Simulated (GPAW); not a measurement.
Runs of GPAW 26.7.0 on Sb. The cell holds a slab with vacuum, 8 atoms: a = 3.160 Å, b = 7.066 Å, c = 24.892 Å, α = 90.00°, β = 90.00°, γ = 90.00°. The slab is cut from a database's or a generator's crystal, which needn't be the stable form of the element.

```tsv
task	level	potentials or basis	cell	series job	gap on the mesh (eV)	largest force (eV/Å)	work function (eV)
single point	PBEsol	PAW data sets generated in the run's folder for this functional, pw	the (2 1 0) slab of Sb, cut from the database cell, not relaxed	-	none	(a)	4.53
single point	r2SCAN	GPAW PAW data sets (gpaw-data 1.2.1), pw	the (2 1 0) slab of Sb, cut from the database cell, not relaxed	-	none	1.06	4.58
single point	LDA	the program's PAW data sets (release 1.2.1) made for this functional, pw	the (2 1 0) slab of Sb, cut from the database cell, not relaxed	-	none	(b)	4.72
single point	BEEF-vdW	GPAW PAW data sets (gpaw-data 1.2.1), pw	the (2 1 0) slab of Sb, cut from the database cell, not relaxed	-	none	0.75	4.65
```

Alike in all rows: no spin polarisation; k mesh 8 × 4 × 1; cutoff (eV) 450; smearing fermi-dirac 0.05 eV.

Question: Fill in the values left out.

Answer: (a) 1.13; (b) 1.22.

Caveats: the PAW data sets were made with another functional, which shifts forces and pressure a little (some runs).

A k mesh can miss the band edges, and the runs leave out spin-orbit coupling on Sb.

A gap of «none» marks a metal or a gap under the smearing width.

Runs at the PBE level aren't shown here.
